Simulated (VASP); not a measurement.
Here is a VASP 6.6.1 calculation.

File INCAR:

```
SYSTEM = Tm
ALGO = Fast ; EDIFF = 1E-6
ENCUT = 600 ; GGA = PS
ISIF = 2 ; ISMEAR = 0
ISPIN = 2 ; LASPH = .True.
LCHARG = .False. ; LMAXMIX = 6
LORBIT = 11 ; LREAL = .False.
LWAVE = .False. ; MAGMOM = 2
NBANDS = 14 ; NELM = 150
PREC = Accurate ; SIGMA = 0.02
```

File KPOINTS:

```
k-points
0
Gamma
  10 10 10
  0 0 0
```

Contents of POSCAR:

```
Tm
1.0
   -1.9705499473      1.9705499473      1.9705499473
    1.9705499473     -1.9705499473      1.9705499473
    1.9705499473      1.9705499473     -1.9705499473
Tm
1
Direct
    0.0000000000      0.0000000000      0.0000000000
```

Potentials or basis: VASP PAW PBE potentials, release 64 (Tm_3), 4f in core.

The run is started by

```sh
$ cat potpaw_PBE.64/Tm_3/POTCAR > POTCAR
$ mpirun -np 1 vasp_std > vasp.out
```

Q: Predict the pressure.

A: -2.4 GPa.

Q: Estimate the band gap on the k mesh.

A: None (metal or under the smearing width).

Q: Estimate the net moment.

A: 0.40 μB per cell.

Q: What does it give for the site moments?

A: Tm +0.33 μB.

Caveat: the magnetic or orbital state may not be the lowest; the PAW data sets were made with another functional, which shifts forces and pressure a little; spin-orbit coupling is left out, which moves the levels of the heavy elements; the 4f electrons are frozen in the core as for a trivalent ion, so they carry no moment and show no levels. The state reached can hang on the start; a lower one may exist.
